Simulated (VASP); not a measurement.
# TiAl: convergence, band structure

TiAl, P4/mmm (no. 123), 2 atoms in the cell. RevPBE; PAW potentials Ti_sv, Al (PBE set). VASP 6.6.1.

Wanted: band energies at the path's corners within 0.02 eV.

What the run is for: bands; Accuracy asked: standard; Route: KPOINTS_OPT.

Band energies at the path's corners: counted from the Fermi level of the mesh, whose own shifts they hold.

POSCAR:
```
TiAl
1.0
    2.8373000000      0.0000000000      0.0000000000
    0.0000000000      2.8373000000      0.0000000000
    0.0000000000      0.0000000000      4.0591000000
Ti Al
1 1
Direct
    0.0000000000      0.0000000000      0.0000000000
    0.5000000000      0.5000000000      0.5000000000
```

The series start from Plane-wave cutoff (eV): 320; Smearing width (eV): 0.07; k-point mesh: 11 × 11 × 8; Electronic threshold (eV): 1e-6; Precision mode (PREC): Accurate; Bands in all (NBANDS): 23; Aspherical gradient terms in the spheres (LASPH): yes; Highest l that the mixer handles (LMAXMIX): 4. Each series keeps the choices made before it, and each single choice may use up half of a tolerance.

## Plane-wave cutoff (eV)

| Plane-wave cutoff (eV) | Band energies at the path's corners, largest deviation (eV) | Time (s) |
|---|---|---|
| 220 | 0.076 | 22 |
| 280 | 0.019 | 27 |
| 320 | 0.017 | 36 |
| 360 | 0.010 | 50 |
| 440 | 0.002 | 70 |
| 550 (reference) | 0.000 | 85 |

Chosen: 360, the loosest value from which every tighter one stays within half of the tolerance.

## Smearing width (eV)

| Smearing width (eV) | Band energies at the path's corners, largest deviation (eV) | Time (s) |
|---|---|---|
| 0.3 | 0.052 | 53 |
| 0.2 | 0.034 | 51 |
| 0.15 | 0.023 | 55 |
| 0.1 | 0.009 | 54 |
| 0.07 | 0.003 | 50 |
| 0.04 (reference) | 0.000 | 61 |

Chosen: 0.1.

## k-point mesh

| k-point mesh | Band energies at the path's corners, largest deviation (eV) | Time (s) |
|---|---|---|
| 4 × 4 × 3 | 0.166 | 23 |
| 5 × 5 × 4 | 0.105 | 34 |
| 7 × 7 × 5 | 0.043 | 32 |
| 8 × 8 × 6 | 0.060 | 40 |
| 11 × 11 × 8 | 0.015 | 54 |
| 13 × 13 × 9 | 0.013 | 68 |
| 15 × 15 × 11 (reference) | 0.000 | 88 |

Chosen: 15 × 15 × 11; the next looser run is off by more than half of the tolerance, so convergence isn't shown beyond this value.

## Electronic threshold (eV)

| Electronic threshold (eV) | Band energies at the path's corners, largest deviation (eV) | Time (s) |
|---|---|---|
| 0.001 | 0.002 | 73 |
| 0.0001 | 0.002 | 79 |
| 1e-5 | 0.001 | 89 |
| 1e-6 | 0.000 | 88 |
| 1e-7 (reference) | 0.000 | 95 |

Chosen: 0.001.

## Precision mode (PREC)

| Precision mode (PREC) | Band energies at the path's corners, largest deviation (eV) | Time (s) |
|---|---|---|
| SingleN | 0.003 | 41 |
| Normal | 0.000 | 48 |
| Accurate (reference) | 0.000 | 73 |

Chosen: SingleN.

## Bands in all (NBANDS)

| Bands in all (NBANDS) | Band energies at the path's corners, largest deviation (eV) | Time (s) |
|---|---|---|
| 13 | 0.018 | 25 |
| 14 | 0.024 | 26 |
| 15 | 0.024 | 25 |
| 17 | 0.002 | 30 |
| 23 | 0.001 | 41 |
| 33 (reference) | 0.000 | 53 |

Chosen: 17.

## Aspherical gradient terms in the spheres (LASPH)

| Aspherical gradient terms in the spheres (LASPH) | Band energies at the path's corners, largest deviation (eV) | Time (s) |
|---|---|---|
| no | 0.011 | 36 |
| yes (reference) | 0.000 | 30 |

Chosen: yes; the one before it in the list is off by more than half of the tolerance.

## Highest l that the mixer handles (LMAXMIX)

| Highest l that the mixer handles (LMAXMIX) | Band energies at the path's corners, largest deviation (eV) | Time (s) |
|---|---|---|
| 2 | 0.000 | 28 |
| 4 | 0.000 | 30 |
| 6 (reference) | 0.000 | 35 |

Chosen: 2.

## All choices together

| Input | Band energies at the path's corners, largest deviation (eV) | Time (s) |
|---|---|---|
| the program's defaults (naive) | 0.115 | 5.3 |
| chosen settings | 0.012 | 28 |
| reference settings throughout | 0.000 | 279 |

The chosen settings stay within the tolerance of the reference run, but the reference itself isn't shown to be converged in: k-point mesh.

## The input

INCAR:
```
GGA      = RE             # functional
ISMEAR   = 0              # smearing method
SIGMA    = 0.1            # smearing width, eV
LWAVE    = False          # write WAVECAR
LCHARG   = False          # write CHGCAR
NBANDS   = 17             # bands
PREC     = SingleN        # precision mode
LASPH    = True           # aspherical terms in the spheres
LREAL    = False          # projectors in reciprocal space
ALGO     = Normal         # electronic algorithm
EDIFF    = 0.001          # SCF threshold, eV
NELM     = 120            # most SCF steps
GGA_COMPAT= False        
ENCUT    = 360            # plane-wave cutoff, eV
LMAXMIX  = 2              # l up to which the mixer works
```

KPOINTS:
```
Automatic mesh
0
Gamma
  15 15 11
  0 0 0
```

KPOINTS_OPT:
```
path GXMGZRAZ,XR,MA
12
line-mode
reciprocal
 0.0000000000  0.0000000000  0.0000000000  G
 0.0000000000  0.5000000000  0.0000000000  X

 0.0000000000  0.5000000000  0.0000000000  X
 0.5000000000  0.5000000000  0.0000000000  M

 0.5000000000  0.5000000000  0.0000000000  M
 0.0000000000  0.0000000000  0.0000000000  G

 0.0000000000  0.0000000000  0.0000000000  G
 0.0000000000  0.0000000000  0.5000000000  Z

 0.0000000000  0.0000000000  0.5000000000  Z
 0.0000000000  0.5000000000  0.5000000000  R

 0.0000000000  0.5000000000  0.5000000000  R
 0.5000000000  0.5000000000  0.5000000000  A

 0.5000000000  0.5000000000  0.5000000000  A
 0.0000000000  0.0000000000  0.5000000000  Z

 0.0000000000  0.5000000000  0.0000000000  X
 0.0000000000  0.5000000000  0.5000000000  R

 0.5000000000  0.5000000000  0.0000000000  M
 0.5000000000  0.5000000000  0.5000000000  A
```

Commands:
```
cat potpaw_PBE.64/Ti_sv/POTCAR potpaw_PBE.64/Al/POTCAR > POTCAR
mpirun -np 1 vasp_std > vasp.out
```

The chosen input took VASP 6.6.1 28 s on 1 core (AMD EPYC 7R13 (Zen 3)), a shared host.

## An input that fails: fixed density asked without a density file

VASP's message: ERROR: charge density could not be read from file CHGCAR for ICHARG>10.

Changes against the starting input:
```
- NELM = 120
+ NELM = 67
+ ICHARG = 11
```
